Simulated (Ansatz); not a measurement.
**Structure search for In2Ga3P5**

Method: Ansatz, DFT PBE, scalar-relativistic, plane waves, PAW. Settings: cutoff 420 eV, Γ-centred meshes spaced at most about 0.3 Å⁻¹, and about 0.25 Å⁻¹ or finer for metals (2π included), Gaussian smearing. No spin polarisation.

The zero of energy is the elements' standard structures at the same level; no fitted shifts are applied. The references include black phosphorus.

All energies are static (0 K, no zero-point motion). Larger cells and other orderings weren't all tried, so the list isn't exhaustive. For metals, differences of a few meV/atom aren't resolved. Kohn–Sham gaps at this level usually fall short of measured ones. The reference form of P is held partly by dispersion forces, which this level lacks.

Invented guesses were relaxed alike, and ends that match in structure were merged. ΔE counts from the first row. Coordination counts P atoms around Ga and In (those within 1.25 times the shortest such distance or 1.15 times the sum of covalent radii, 1.27 where that leaves under three; a plus sign parts nearer from farther groups; a slash parts the counts of unlike sites). The ends were matched against large subsets of the Crystallography Open Database and the Materials Project, so a missing match doesn't prove that a structure is unreported.

| # | reached from | type and space group | atoms | Å³/atom | coordination | ΔE (meV/atom) | gap on mesh (eV) | in databases |
| --- | --- | --- | --- | --- | --- | --- | --- | --- |
| 1 | In and Ga ordered on zinc blende sites | I-4m2 (No. 119) | 10 | 23.0 | In 4, Ga 4 | 0 | 0.89 | no match |
| 2 | In and Ga ordered on rock salt sites | R-3m (No. 166) | 10 | 18.8 | In 6, Ga 6 | 337 | 0.00 | no match |
| 3 | In and Ga ordered on rock salt sites | I4/mmm (No. 139) | 10 | 19.0 | In 6, Ga 2+4/6 | 347 | 0.00 | no match |

The lowest: Space group I-4m2 (No. 119), tetragonal, a = 4.009 Å, c = 28.612 Å. Around In lie 4 P at 2.55 Å; Ga on a site of symmetry 2mm has 4 P at 2.41 Å; Ga on a site of symmetry -4m2 has 4 P at 2.41 Å; P on a site of symmetry 2mm is surrounded by 2 Ga at 2.41 Å and 2 In at 2.55 Å; P on a second site of symmetry 2mm is surrounded by 2 Ga at 2.41 Å and 2 In at 2.55 Å; 1 more site not described. Its energy over the elements is −0.334 eV/atom. A negative formation energy is needed for stability but isn't enough: competing phases decide. An observed structure of this formula, if there is one, may be missing.

```
In Ga P
1.0
    -2.00456    2.00456   14.30617
     2.00456   -2.00456   14.30617
     2.00456    2.00456  -14.30617
In Ga P
2 3 5
Direct
  0.39846 0.39846 0.00000
  0.60154 0.60154 0.00000
  0.79697 0.79697 0.00000
  0.00000 0.00000 0.00000
  0.20303 0.20303 0.00000
  0.34345 0.84345 0.50000
  0.95346 0.45346 0.50000
  0.54654 0.04654 0.50000
  0.15655 0.65655 0.50000
  0.75000 0.25000 0.50000
```

The second: Space group R-3m (No. 166), trigonal, a = 3.780 Å, c = 45.547 Å. In is surrounded by 6 P at 2.73–2.77 Å; Ga on a site of symmetry -3m has 6 P at 2.61 Å; Ga on a site of symmetry 3m has 6 P at 2.57–2.63 Å; around P on a site of symmetry 3m lie 6 Ga at 2.61–2.63 Å; 2 more sites not described. Counting P atoms around Ga and In, the first has In 4, Ga 4 and the second has In 6, Ga 6. Shaken at random and relaxed again, row 1 came back. Cells without such a test can be saddle points. Some structure types and database cells were kept out of the candidates from the start, so a known form may be missing.
